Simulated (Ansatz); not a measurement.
An Ansatz (an electronic-structure program) input (PBE in Ansatz (plane waves to 420 eV, PAW, no spin-orbit coupling)):

Ansatz 0.2 input:
```yaml
crystal:
  lattice:
    - [4.1417188142, 0, 0]
    - [2.0708594071, 3.5868337084, 0]
    - [0, 0, 26.8359473784]
  atoms:
    - { symbol: F, position: [0.6666666667, 0.1666666667, 0.2794758797] }
    - { symbol: Sr, position: [0.3333333333, -0.1666666667, 0.3109793254] }
    - { symbol: F, position: [1, 0.5, 0.3424827712] }
    - { symbol: F, position: [1.3333333333, -0.1666666667, 0.4054896627] }
    - { symbol: Sr, position: [1, -0.5, 0.4369931085] }
    - { symbol: F, position: [1.6666666667, 0.1666666667, 0.4684965542] }
    - { symbol: F, position: [2, -0.5, 0.5315034458] }
    - { symbol: Sr, position: [1.6666666667, -0.8333333333, 0.5630068915] }
    - { symbol: F, position: [2.3333333333, -0.1666666667, 0.5945103373] }
    - { symbol: F, position: [2.6666666667, -0.8333333333, 0.6575172288] }
    - { symbol: Sr, position: [2.3333333333, -1.1666666667, 0.6890206746] }
    - { symbol: F, position: [3, -0.5, 0.7205241203] }
basis: { ecutwfc: 420, ecutrho_ratio: 4, xc_grid: 2, fft_grid_basis: typed }
kpoints: { mp_grid: { grid: [9, 9, 1] } }
hamiltonian:
  xc: pbe
  dispersion: none
  pseudopotentials: { kind: paw }
scf: { occupations: { method: fermi_dirac, width: 0.05 }, convergence: { dr2_threshold: 0.0000000012 } }
relax: { f_tol: 0.01, max_steps: 50 }
output: { forces: true, stress: true }
checkpoint: { write: state.ck, write_every: 1000 }
```

Q: Which symmetry and how many k-points will the program report, and about how many plane waves at Γ?

A: Space group P-3m1 (ITA 164) with 12 operations, k-points 12 of 81, and 7661 plane waves at Γ.

Stability against distortions was not tested. The cell was made from SrF$_{2}$ in the fluorite structure (space group Fm-3m, No. 225) by this change: a free-standing slab of 4 layers (12 atoms, 3 a layer) is cut normal to [111], with 15 Å of vacuum and the in-plane cell held at bulk.
